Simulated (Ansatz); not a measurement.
# ZrS2: the cost of one run

Program: Ansatz 0.2.0. Level of theory: DFT PBEsol, scalar-relativistic, plane waves, PAW. These are calculated values, not measurements.

1 further run of the same task is left out (set aside as unsound or not needed).

## 1. The structure to begin with

It takes space group P-3m1 (No. 164, trigonal). The conventional cell has a = 3.627 Å, b = 3.627 Å, c = 5.887 Å, α = 90.00°, β = 90.00°, γ = 120.00°. Around Zr (site symmetry -3m) lie 6 S at 2.55 Å. Around S (site symmetry 3m) lie 3 Zr at 2.55 Å.

Structure file:

```xyz
3
Lattice="3.6274 0.0000 0.0000 -1.8137 3.1414 0.0000 0.0000 0.0000 5.8868" Properties=species:S:1:pos:R:3 pbc="T T T"
Zr    0.0000    0.0000    0.0000
S     1.8137    1.0471    4.4337
S     0.0000    2.0943    1.4531
```

It goes back to an entry of the Materials Project.

This cell was relaxed beforehand with the same method: volume 22.36 Å³/atom, gap on the mesh 0.77 eV.

## 2. Electronic structure at the relaxed geometry

Contents of input.yaml:

```yaml
crystal:
  lattice:
    - [3.6273720935, 0.0, 0.0]
    - [-1.8136860468, 3.141396382, 0.0]
    - [0.0, 0.0, 5.8867611053]
  atoms:
    - { symbol: Zr, position: [0.0, 0.0, 0.0] }
    - { symbol: S, position: [0.6666666667, 0.3333333333, 0.7531560981] }
    - { symbol: S, position: [0.3333333333, 0.6666666667, 0.2468439019] }
basis:
  ecutwfc: 420
kpoints:
  mp_grid: { grid: [12, 12, 6] }
  band_path:
    path:
      - [[0.0, 0.0, 0.0], [0.5, 0.0, 0.0], [0.33333333, 0.33333333, 0.0], [0.0, 0.0, 0.0], [0.0, 0.0, 0.5], [0.5, 0.0, 0.5], [0.33333333, 0.33333333, 0.5], [0.0, 0.0, 0.5]]
      - [[0.5, 0.0, 0.5], [0.5, 0.0, 0.0]]
      - [[0.33333333, 0.33333333, 0.5], [0.33333333, 0.33333333, 0.0]]
    npoints: 14
hamiltonian:
  xc: pbesol
scf:
  occupations: { method: gaussian, width: 0.02 }
  n_extra_bands: 7
output:
  forces: true
  stress: true
  eigenvalues: true
  populations: true
  dos: { projected: true, de: 0.02, nscf_kmesh: { grid: [18, 18, 9] } }
  bader: true
```

Run with:

```bash
> ansatz run input.yaml --threads 1 --pin off --max-ram 2560MiB --backend cpu --events-out ev --progress --plain --runs-dir out
```

Q: Estimate wall time and peak memory on 1 thread of Arm Neoverse N1, shared host.

About 69 s, with a peak of 0.46 GiB.
